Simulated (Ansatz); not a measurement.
# TaS2: frozen-core PAW against all-electron methods

```xyz
3
Lattice="3.3500 0.0000 0.0000 -1.6750 2.9012 0.0000 0.0000 0.0000 5.9186" Properties=species:S:1:pos:R:3 pbc="T T T"
Ta    0.0000    0.0000    0.0000
S     0.0000    1.9341    1.4796
S     1.6750    0.9671    4.4390
```

Atoms are numbered in the order listed.

Conventional cell: a = 3.350 Å, b = 3.350 Å, c = 5.919 Å, α = 90.00°, β = 90.00°, γ = 120.00°. Ta (atom 1) is surrounded by 6 S at 2.44 Å. Around S (atom 2) lie 3 Ta at 2.44 Å.

The geometry is COD entry 1537360, unchecked; take it as a test cell. It differs from other determinations. The listed cell was then made from it by scaling, straining or moving an atom.

Spin polarisation is left out, and whether a magnetic state lies lower isn't shown here.

Spin–orbit coupling is left out, though it moves levels of the heavy atoms by tenths of an eV or more.

Methods: DFT, PBE, PAW with Ansatz's default frozen-core files, scalar-relativistic (Ansatz 0.2.0); DFT, PBE, all-electron LAPW, scalar-relativistic (Ansatz 0.2.0).

For PAW: a Γ-centred 9×9×5 k mesh, Fermi–Dirac smearing of 0.03 eV, cutoff 420 eV, no spin polarisation. LAPW targets a basis error of 1 meV/atom. The Ansatz runs share mesh, smearing and spin set-up. Plane-wave (PAW) pressures include the program's estimate of the Pulay term.

Stress and pressure are positive in compression.

PAW results:

| quantity | PAW |
| --- | --- |
| pressure (GPa) | 7.59 |
| stress xx (GPa) | 6.26 |
| stress zz (GPa) | 10.25 |
| force on S2, z (eV/Å) | 1.005 |

(1) What does LAPW (all electrons) give for the same quantities?

## Answers

(1) 
```json
{"quantity": "pressure (GPa)", "LAPW": "7.60"}
{"quantity": "stress xx (GPa)", "LAPW": "6.28"}
{"quantity": "stress zz (GPa)", "LAPW": "10.25"}
{"quantity": "force on S2, z (eV/Å)", "LAPW": "1.003"}
```
